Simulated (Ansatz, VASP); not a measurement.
# C in VASP and in Ansatz

```xyz
2
Lattice="0.0000 1.7834 1.7834 1.7834 0.0000 1.7834 1.7834 1.7834 0.0000" Properties=species:S:1:pos:R:3 pbc="T T T"
C     2.6751    2.6751    2.6751
C     1.7834    1.7834    1.7834
```

This isn't the form of C at room conditions, which is graphite.

Alike in both runs: task relaxation of cell and atoms; functional revPBE; dispersion D4; k mesh 13 × 13 × 13; occupations fermi-dirac, width 0.05 eV; no spin polarisation.

|  | VASP | Ansatz |
| --- | --- | --- |
| version | VASP 6.6.1 | Ansatz 0.2.0 |
| potentials or method | VASP PAW PBE potentials, release 64 (C) | Ansatz PAW |
| plane-wave cutoff (eV) | 600 | 420 |
| valence electrons in the cell | 8 | 8 |

```csv
,VASP,Ansatz,Ansatz less VASP
relaxed volume (Å³/atom),5.59,5.59,+0.002
relaxed cell length with the largest relative difference (Å),2.509,2.510,+0.0003
energy change over the relaxation (meV/atom),-2,-2,0.0
```

Caveats: the PAW data sets were made with another functional, which shifts forces and pressure a little (VASP); the plane-wave basis is chosen anew once the cell has moved, so the energies of steps on either side of that aren't comparable (Ansatz); the pressure holds a Pulay correction of +0.9 GPa for the finite cutoff (Ansatz); the PAW data sets come from PBE, with cores solved anew for the run's functional, which leaves a small shift of forces and pressure (Ansatz). A k mesh can miss the band edges.
